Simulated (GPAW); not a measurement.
Crystal: TiB2.

```
Ti B
1.0
     3.02920    0.00000    0.00000
    -1.51460    2.62336    0.00000
     0.00000    0.00000    3.22840
Ti B
1 2
Cartesian
  0.0000 0.0000 0.0000
  1.5146 0.8745 1.6142
  0.0000 1.7489 1.6142
```

Base run:

| Item | Value |
| --- | --- |
| Program | GPAW 26.7.0 |
| Functional | RPBE |
| Potentials or basis | the program's PAW data sets (release 1.2.1) made for this functional |
| Cutoff | 800 eV |
| Basis | pw |
| k mesh | 9 × 9 × 7 |
| Occupations | fermi-dirac, width 0.05 eV |
| Spin | no spin polarisation |

Its results: pressure 5.3 GPa.

Problem. After a change of settings the same cell gave: pressure -10.9 GPa. Which change was it?
A. functional from RPBE to BLYP; potentials or basis from the program's PAW data sets (release 1.2.1) made for this functional to PAW data sets generated in the run's folder for this functional
B. functional from RPBE to PBEsol; potentials or basis from the program's PAW data sets (release 1.2.1) made for this functional to PAW data sets generated in the run's folder for this functional
C. functional from RPBE to PW91; potentials or basis from the program's PAW data sets (release 1.2.1) made for this functional to PAW data sets generated in the run's folder for this functional
D. functional from RPBE to LDA

Solution. D.

LDA binds more tightly than RPBE, so the same cell stands under less pressure.

Runs at the PBE level aren't shown here.
